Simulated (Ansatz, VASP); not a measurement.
# Two plane-wave programs on Pd

```xyz
1
Lattice="0.0000 1.9449 1.9449 1.9449 0.0000 1.9449 1.9449 1.9449 0.0000" Properties=species:S:1:pos:R:3 pbc="T T T"
Pd    0.0000    0.0000    0.0000
```

Alike in both runs: task electric field gradients; functional LDA; k mesh 18 × 18 × 18; occupations fermi-dirac, width 0.05 eV; no spin polarisation.

|  | VASP | Ansatz |
| --- | --- | --- |
| version | VASP 6.6.1 | Ansatz 0.2.0 |
| potentials or method | VASP PAW LDA potentials, release 64 (Pd) | PAW with Ansatz's default frozen-core files, scalar-relativistic |
| plane-wave cutoff (eV) | 520 | 420 |
| valence electrons in the cell | 10 | 18 |

VASP gave:

| Item | Value |
| --- | --- |
| pressure (GPa) | -7.8 |
| Vzz of the field gradient on the site that differs most (V/Å²) | 0.0 |

Question: What did Ansatz give for the same quantities?

Answer: Pressure (GPa): -8.0; Vzz of the field gradient on the site that differs most (V/Å²): 0.0.

The two sets of potentials don't hold the same shells in valence. Ansatz warned: «gradients_without_spin_orbit».
